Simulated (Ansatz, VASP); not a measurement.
**One calculation of GaP, 3 ways**

The starting cell:

```
CELL_PARAMETERS angstrom
0.00000 2.72525 2.72525
2.72525 0.00000 2.72525
2.72525 2.72525 0.00000
ATOMIC_POSITIONS crystal
Ga 0.00000 0.00000 0.00000
P 0.75000 0.75000 0.75000
```

Alike in all runs: task relaxation of cell and atoms; functional revPBE; dispersion D3(BJ); k mesh 8 × 8 × 8; occupations fermi-dirac, width 0.05 eV; no spin polarisation; no spin-orbit coupling.

```csv
program and potentials,plane-wave cutoff (eV),notes,equilibrium volume (Å³/atom)
"Ansatz, Ansatz PAW",420,"potentials made for PBE, which Ansatz adapts in part",19.90
"VASP, PBE PAW files Ga_d, P, 600 eV",600,potentials made for PBE,19.87
"Ansatz, all-electron LAPW, scalar-relativistic",-,-,19.89
```

The equilibrium volume spans 19.87 (VASP, PBE PAW files Ga_d, P, 600 eV) to 19.90 Å³/atom (Ansatz, Ansatz PAW), with all-electron results at 19.89. Some sets were made for another functional than the one run, which can shift their rows. Relaxations stop with a little pressure left, so the last digit of a volume isn't settled.

The functional is the same throughout but for its coding, so the spread measures potentials, basis and numerics; runs on potential files found faulty are left out.
